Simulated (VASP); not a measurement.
# Bi (Im-3m) in VASP: a series of runs, part 2 of 2

VASP 6.6.1. The steps go on from the part before.

## 3. Single point, RPBE

This run uses another cell than the first one, of 28.66 Å³/atom, 0.880 times its volume.

INCAR reads:

```
ALGO = Fast ; EDIFF = 1E-6
ENCUT = 520 ; GGA = RP
ISIF = 2 ; ISMEAR = -1
LASPH = True ; LCHARG = False
LREAL = False ; LWAVE = False
NBANDS = 14 ; NELM = 80
PREC = Accurate ; SIGMA = 0.1
```

KPOINTS reads:

```
k-points
0
Gamma
  12 12 12
```

POSCAR reads:

```
Bi
1.0
   -1.9278545614      1.9278545614      1.9278545614
    1.9278545614     -1.9278545614      1.9278545614
    1.9278545614      1.9278545614     -1.9278545614
Bi
1
Direct
    0.0000000000      0.0000000000      0.0000000000
```

Potentials or basis: VASP PAW PBE potentials, release 64 (Bi_d).

Run with:

```bash
$ cat potpaw_PBE.64/Bi_d/POTCAR > POTCAR
$ mpirun -np 1 vasp_std > vasp.out
```

OUTCAR:

```text
EDIFF = 1E-6
   ENCUT = 520
   GGA = RP
   ISIF = 2
   ISMEAR = -1
   LASPH = True
   LREAL = False
   NELM = 80
   PREC = Accurate

 ion  position               nearest neighbor table
   1  0.000  0.000  0.000-

  LATTYP: Found a body centered cubic cell.
 ALAT       =     3.8557091228

  Lattice vectors:

 A1 = (  -1.9278545614,   1.9278545614,   1.9278545614)
 A2 = (   1.9278545614,  -1.9278545614,   1.9278545614)
 A3 = (   1.9278545614,   1.9278545614,  -1.9278545614)

Analysis of symmetry for initial positions (statically):
=====================================================================
 Subroutine PRICEL returns:
 Original cell was already a primitive cell.

 Routine SETGRP: Setting up the symmetry group for a
 body centered cubic supercell.

 Subroutine GETGRP returns: Found 48 space group operations
 (whereof 48 operations were pure point group operations)
 out of a pool of 48 trial point group operations.

The static configuration has the point symmetry O_h .

Analysis of symmetry for dynamics (positions and initial velocities):
=====================================================================
 Subroutine PRICEL returns:
 Original cell was already a primitive cell.

 Routine SETGRP: Setting up the symmetry group for a
 body centered cubic supercell.

 Subroutine GETGRP returns: Found 48 space group operations
 (whereof 48 operations were pure point group operations)
 out of a pool of 48 trial point group operations.

The dynamic configuration has the point symmetry O_h .

 Subroutine INISYM returns: Found 48 space group operations
 (whereof 48 operations are pure point group operations),
 and found     1 'primitive' translations

----------------------------------------------------------------------------------------

                                     Primitive cell

[... 114 lines left out ...]
   LHFCALC =     F    Hartree Fock is set to
   AEXX    =    0.0000 exact exchange contribution
   IVDW    =     0    specifies the selected vdW correction
   LEPSILON=     F    determine dielectric tensor
   LRPA    =     F    only Hartree local field effects (RPA)
 non-spin polarized calculation
 RMM-DIIS sequential band-by-band and
  energy-cutoff  :      520.00
  volume of cell :       28.66
 maximum number of plane-waves:       784
 NGX is ok and might be reduce to    28
   NGX = 13   NGY = 13   NGZ = 13

 number of electron      15.0000004 magnetization

 Free energy of the ion-electron system (eV)
  ---------------------------------------------------
  ext. energy  EPLUGINS =         0.00000000
  ---------------------------------------------------
  free energy    TOTEN  =        -3.29953300 eV

  energy without entropy =       -3.28412307  energy(sigma->0) =       -3.29182803

 E-fermi :   9.1655     XC(G=0): -10.6184

 val. band max:        9.1571430614   @ k =   0.1667   0.1667   0.1667
 cond. band min:       9.1663511546   @ k =  -0.4167   0.5000   0.0833
 fundamental gap:      0.0092080932
 Fermi energy:         9.1654961880

 k-point     1 :       0.0000    0.0000    0.0000
  band No.  band energies     occupation
      1     -14.0894      2.00000
      2     -14.0894      2.00000
      3     -14.0894      2.00000
      4     -13.9227      2.00000
      5     -13.9227      2.00000
      6      -5.0202      2.00000
      7      14.8657      0.00000
      8      14.8657      0.00000
      9      14.8657      0.00000
     10      19.3206      0.00000
     11      19.5460      0.00000
     12      19.5460      0.00000
     13      19.5460      0.00000
     14      21.2992      0.00000
[... 377 lines left out ...]
      1     -14.1263      2.00000
      2     -14.0499      2.00000
      3     -13.9312      2.00000
      4     -13.9312      2.00000
      5     -13.8437      2.00000
      6      -1.3350      2.00000
      7       3.8638      2.00000
      8       9.2364      0.65972
      9      11.0847      0.00000
     10      17.6314      0.00000
     11      18.9531      0.00000
     12      22.3977      0.00000
     13      23.2720      0.00000
     14      26.5262      0.00000

 [... further k-points ...]

------------------------ aborting loop because EDIFF is reached ----------------------------------------

  FORCE on cell =-STRESS in cart. coord.  units (eV):
  Direction    XX          YY          ZZ          XY          YZ          ZX
  --------------------------------------------------------------------------------------
  -------------------------------------------------------------------------------------
  Total        1.3715847      1.3715847      1.3715847      0.0000000      0.0000000      0.0000000
  in kB       76.6744063     76.6744063     76.6744063      0.0000000      0.0000000      0.0000000
  external PRESSURE =      76.6744063 kB  Pullay stress =       0.0000000 kB

 VOLUME and BASIS-vectors are now :
 -----------------------------------------------------------------------------
  energy-cutoff  :      520.00
  volume of cell :       28.66
      direct lattice vectors                 reciprocal lattice vectors
    -1.927854561  1.927854561  1.927854561     0.000000000  0.259355664  0.259355664
     1.927854561 -1.927854561  1.927854561     0.259355664  0.000000000  0.259355664
     1.927854561  1.927854561 -1.927854561     0.259355664  0.259355664  0.000000000

 POSITION                                       TOTAL-FORCE (eV/Angst)
 -----------------------------------------------------------------------------------
      0.00000      0.00000      0.00000         0.000000      0.000000     -0.000000
 -----------------------------------------------------------------------------------
    total drift:                               -0.000000     -0.000000     -0.000000

  FREE ENERGIE OF THE ION-ELECTRON SYSTEM (eV)
  ---------------------------------------------------
  free  energy   TOTEN  =        -3.2995329986 eV

  energy  without entropy=       -3.2841230710  energy(sigma->0) =       -3.29182803
```

OSZICAR:

```text
N       E                     dE             d eps       ncg     rms          rms(c)
DAV:   1     0.113492227879E+03    0.11349E+03   -0.75670E+03  2042   0.125E+03
DAV:   2     0.306955803914E+01   -0.11042E+03   -0.10674E+03  2202   0.339E+02
DAV:   3    -0.315383338423E+01   -0.62234E+01   -0.62050E+01  2532   0.780E+01
DAV:   4    -0.329521380436E+01   -0.14138E+00   -0.14136E+00  2566   0.123E+01
DAV:   5    -0.330111639909E+01   -0.59026E-02   -0.59025E-02  2926   0.223E+00    0.467E-01
RMM:   6    -0.329923067288E+01    0.18857E-02   -0.46122E-03  2418   0.816E-01    0.286E-01
RMM:   7    -0.329935051134E+01   -0.11984E-03   -0.46544E-03  2374   0.730E-01    0.773E-02
RMM:   8    -0.329950884952E+01   -0.15834E-03   -0.95352E-04  2729   0.407E-01    0.115E-02
RMM:   9    -0.329952800563E+01   -0.19156E-04   -0.22466E-04  3008   0.155E-01    0.835E-03
RMM:  10    -0.329953142234E+01   -0.34167E-05   -0.54497E-05  2785   0.104E-01    0.336E-03
RMM:  11    -0.329953263395E+01   -0.12116E-05   -0.22473E-05  3140   0.478E-02    0.130E-03
RMM:  12    -0.329953299862E+01   -0.36467E-06   -0.36658E-06  1883   0.185E-02
   1 F= -.32995330E+01 E0= -.32918280E+01  d E =-.154099E-01
```

Run time: 42 s. Hardware: 1 thread of Intel Xeon Platinum 8375C at 2.90GHz (Ice Lake), shared host; peak memory 0.16 GiB.

Results:

| Quantity | Value |
| --- | --- |
| Free energy | -3.2995 eV |
| Pressure | 7.7 GPa |
| Band gap on the k mesh | none (metal or under the smearing width) |

Caveat: the PAW data sets were made with another functional, which shifts forces and pressure a little; spin-orbit coupling is left out, which moves the levels of the heavy elements.

## 4. Single point, RPBE

This run uses another cell than the first one, of 35.17 Å³/atom, 1.080 times its volume.

INCAR reads:

```
SYSTEM = Bi
PREC = Accurate
ENCUT = 520
EDIFF = 1E-7
ISMEAR = -1
SIGMA = 0.1
LREAL = .FALSE.
LASPH = .TRUE.
NELM = 80
ALGO = Normal
ISIF = 2
LWAVE = .FALSE.
LCHARG = .TRUE.
GGA = RP
LELF = .TRUE.
LVHAR = .TRUE.
NBANDS = 14
```

KPOINTS reads:

```
regular mesh
0
G
  12 12 12
  0 0 0
```

POSCAR reads:

```
Bi
1.0
   -2.0640551405      2.0640551405      2.0640551405
    2.0640551405     -2.0640551405      2.0640551405
    2.0640551405      2.0640551405     -2.0640551405
Bi
1
Direct
    0.0000000000      0.0000000000      0.0000000000
```

Run with:

```bash
$ cat potpaw_PBE.64/Bi_d/POTCAR > POTCAR
$ mpirun -np 1 vasp_std > vasp.out
```

It took 52 s on 1 thread of Intel Xeon Platinum 8375C at 2.90GHz (Ice Lake), shared host; peak memory 0.17 GiB.

The run converged. Its results:

```
Free energy            : -3.3494 eV
Pressure               : -3.3 GPa
Band gap on the k mesh : none (metal or under the smearing width)
```

Levels at points of the mesh, in eV from the Fermi level:
```csv
k point,band 4,band 5,band 6,band 7,band 8,band 9,band 10,band 11
"(0.00, 0.00, 0.00)",-22.96,-22.96,-12.74,4.31,4.31,4.31,7.66,10.39
"(0.50, 0.00, 0.00)",-22.96,-22.90,-10.33,-4.40,1.36,3.10,5.55,7.25
"(0.50, 0.50, 0.50)",-22.91,-22.91,-8.71,-1.55,-1.55,-1.55,3.63,3.63
```

Caveat: the PAW data sets were made with another functional, which shifts forces and pressure a little; spin-orbit coupling is left out, which moves the levels of the heavy elements.

## 5. Overview

```csv
cell,k mesh,gap on the mesh (eV),pressure (GPa)
"Im-3m, 32.57 Å³/atom",18 × 18 × 18,none,-0.1
"Im-3m, 28.66 Å³/atom",12 × 12 × 12,none,7.7
"Im-3m, 35.17 Å³/atom",12 × 12 × 12,none,-3.3
```

Alike in all rows: task single point; level RPBE; potentials or basis VASP PAW PBE potentials, release 64 (Bi_d); no spin polarisation; cutoff (eV) 520; smearing fermi-dirac 0.1 eV.

Every run on the cell as given and a fine mesh finds a metal.

Caveats: the PAW data sets were made with another functional, which shifts forces and pressure a little; spin-orbit coupling is left out, which moves the levels of the heavy elements.

Total energies depend on the potentials used, so only differences within one code and one set of settings carry meaning.
